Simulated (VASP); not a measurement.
C, 2 atoms in the cell. Symmetry: Fd-3m, No. 227, cubic system. Conventional cell: a = 3.567 Å, b = 3.567 Å, c = 3.567 Å, α = 90.00°, β = 90.00°, γ = 90.00°. C (site symmetry -43m) is surrounded by 4 C at 1.54 Å. This isn't the form of C at room conditions, which is graphite.

| Item | Value |
| --- | --- |
| Program | VASP 6.6.1 |
| Task | single point |
| Functional | PBE |
| Potentials or basis | VASP PAW PBE potentials, release 64 (C) |
| Cutoff | 520 eV |
| k mesh | 13 × 13 × 13 |
| Occupations | gaussian, width 0.012 eV |
| Spin | no spin polarisation |
| Further INCAR settings | ALGO = Normal; EDIFF = 1e-06 |

Potentials or basis: VASP PAW PBE potentials, release 64 (C).

Command:

```sh
$ cat potpaw_PBE.64/C/POTCAR > POTCAR
$ mpirun -np 1 vasp_std > vasp.out
```

Hardware: 1 thread of Intel(R) Xeon(R) Platinum 8488C (Sapphire Rapids) (shared host).

How long does it take, and how much memory?

Run time: 7.4 s on 1 thread of Intel(R) Xeon(R) Platinum 8488C (Sapphire Rapids), with other jobs on the host, peak memory 0.11 GiB. Counts: scf iterations 11, k points 84.
